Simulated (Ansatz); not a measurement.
## How far is this CaO from the hull?

Computed with DFT PBE, scalar-relativistic, plane waves, PAW in Ansatz 0.2.0. All cells share a 420 eV cutoff and Γ-centred k meshes spaced at most about 0.3 Å⁻¹ (2π included). No spin polarisation.

Formation energies are uncorrected and refer to the elements' standard structures at the same level (O₂ as a molecule).

All energies are static (0 K, no zero-point motion).

The competitors are the elements and 1 reference phase of this chemical system (from databases or known types: CaO), relaxed at the same level; some compounds that the Crystallography Open Database lists (CaO2) aren't among them, so the margin is a lower bound.

The candidate was reached from: 4-connected net, two elements alternating.

```cif
data_structure
_symmetry_space_group_name_H-M 'P 1'
_symmetry_Int_Tables_number 1
_cell_length_a 7.2328
_cell_length_b 6.2864
_cell_length_c 6.2637
_cell_angle_alpha 70.383
_cell_angle_beta 54.955
_cell_angle_gamma 54.661
_cell_volume 190.20
loop_
_atom_site_label
_atom_site_type_symbol
_atom_site_fract_x
_atom_site_fract_y
_atom_site_fract_z
_atom_site_occupancy
Ca1 Ca 0.66028 0.33972 0.66028 1
Ca2 Ca 0.33972 0.66028 0.33972 1
Ca3 Ca 0.58972 0.91028 0.58972 1
Ca4 Ca 0.91028 0.58972 0.91028 1
O1 O 0.90624 0.90624 0.59376 1
O2 O 0.59376 0.59376 0.90624 1
O3 O 0.34376 0.34376 0.65624 1
O4 O 0.65624 0.65624 0.34376 1
```

Question: Is it stable, and against what?

Answer: Not the lowest form: another structure of the same formula lies lower. Its formation energy is -2.677 eV/atom. The lowest competing phase at this composition is this:

| phase | space group | source | share of atoms | ΔE_f (eV/atom) |
| --- | --- | --- | --- | --- |
| CaO | Fm-3m (No. 225) | Materials Project | 1.0000 | -2.947 |

The candidate lies 0.27 eV/atom above this phase. Its margin to the true hull is at least that. The candidate matches no cell in the subsets of the Crystallography Open Database and the Materials Project at hand. The margin is far too high for a likely synthesis.
